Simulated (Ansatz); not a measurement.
Born–Oppenheimer molecular dynamics of a periodic cell of 12 atoms, TaN (start crystal TaN, start structure P-62m, volume 1.15 times the crystal's). It starts from an unrelaxed structure (largest force component 0.39 eV/Å).

These are results of DFT PBE, scalar-relativistic, plane waves, PAW (Ansatz 0.2.0), not measurements. Settings: accuracy low, PAW set soft_1, cutoff 420 eV, k mesh 2x2x2, fermi-dirac smearing 0.17 eV, no spin polarisation.

```yaml
ensemble: NVT, Langevin thermostat
time_step: 1 fs
steps_asked: 180
set_temperature: 2000 K
friction: 0.02 /fs
seed: 426239
```

First frame:

```xyz
12
Lattice="5.4569 0.0000 0.0000 -2.7284 4.7258 0.0000 0.0000 0.0000 6.1075" Properties=species:S:1:pos:R:3
Ta 0.000 0.000 0.000
Ta 0.000 3.151 1.527
Ta 2.728 1.575 1.527
N 2.141 0.000 0.000
N 1.658 2.871 0.000
N -1.071 1.854 0.000
Ta 0.000 0.000 3.054
Ta 0.000 3.151 4.581
Ta 2.728 1.575 4.581
N 2.141 0.000 3.054
N 1.658 2.871 3.054
N -1.071 1.854 3.054
```

What does the run give?

The run went to its last step.

```yaml
steps_done: 180
time_covered: 180 fs
mean_temperature_over_the_second_half: 1484 K
spread_of_the_potential_energy_over_the_second_half: 40.2 meV per atom
mean_potential_energy_of_the_second_half_above_the_start: 195.8 meV per atom
```

The mean temperature of the second half is 26 % below the set value. A run of 0.18 ps of so small a system gives no equilibrium averages. Limits of this set-up: coarse k mesh, low accuracy level.

What happens to the structure?

Mean squared displacements from the first frame to the last, about the centre of mass: Ta 0.04 Å², N 0.04 Å². Another seed would give other details.

How do temperature and energy run in time?


```tsv
time (fs)	T (K)	potential energy less start (eV)
0	1833	0.000
9	1519	1.033
18	945	1.665
27	1772	1.432
36	2035	1.592
45	1091	1.953
54	725	2.395
63	1525	2.291
72	1026	2.572
81	1264	2.267
90	1349	1.871
99	1238	1.912
108	1079	2.357
117	1182	2.746
126	1093	3.029
135	1525	2.287
144	2445	1.475
153	1516	2.031
162	1526	2.974
171	1448	2.688
180	2195	2.215
```

Run time: 17 min on 1 thread of AMD EPYC 7R43 64-Core Processor (Zen 3), on a shared host, peak memory 0.54 GiB.
